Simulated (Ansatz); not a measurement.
Wanted: the native input for an Ansatz 0.2.0 run.

| Item | Value |
| --- | --- |
| Task | relaxation of cell and atoms |
| Functional | PBE |
| Potentials or basis | all-electron LAPW, scalar-relativistic |
| Basis error allowed | 0.001 eV/atom |
| k mesh | 10 × 10 × 10 |
| Occupations | fermi-dirac, width 0.05 eV |
| Spin | no spin polarisation |

The system is AlN.

```
Al N
1.0
     0.00000    2.18399    2.18399
     2.18399    0.00000    2.18399
     2.18399    2.18399    0.00000
Al N
1 1
Direct
  0.00000 0.00000 0.00000
  0.25000 0.25000 0.25000
```

Measurements of this composition are mostly on another form, of space group No. 186.

These files were run (other wordings do the same):

input.yaml

```yaml
crystal:
  lattice:
    - [0.0, 2.1839935596, 2.1839935596]
    - [2.1839935596, 0.0, 2.1839935596]
    - [2.1839935596, 2.1839935596, 0.0]
  atoms:
    - { symbol: Al, position: [0.0, 0.0, 0.0] }
    - { symbol: "N", position: [0.25, 0.25, 0.25] }
kpoints:
  mp_grid: { grid: [10, 10, 10] }
scf:
  occupations: { method: fermi_dirac, width: 0.05 }
hamiltonian:
  xc: pbe
  pseudopotentials: { kind: all_electron, lapw: { basis_error: 0.001 } }
output:
  forces: true
  stress: true
relax:
  f_tol: 0.02
  max_steps: 60
  cell: {}
```

Potentials or basis: all-electron LAPW, scalar-relativistic.

Command:

```bash
$ ansatz run input.yaml --threads 1 --pin off --max-ram 3072MiB --backend cpu --events-out ev --progress --plain --runs-dir out
```

Results of the run:

```yaml
Relaxed_volume: 10.67 Å³/atom
Relaxed_cell: a = 3.113 Å, b = 3.113 Å, c = 3.113 Å, α = 60.00°, β = 60.00°, γ = 60.00°
Space_group_after_relaxing_to_0.05_Å: F-43m (No. 216)
Energy_gained_by_relaxing: 3.6 meV/atom
Ionic_steps: 5
Pressure_after_relaxing: 0.0 GPa
Band_gap_on_the_k_mesh: 3.31 eV
```

Wall time 50 s on 1 thread of Intel(R) Xeon(R) Processor @ 2.50GHz (Skylake/Cascade Lake), on a shared host, peak memory 0.3 GiB.
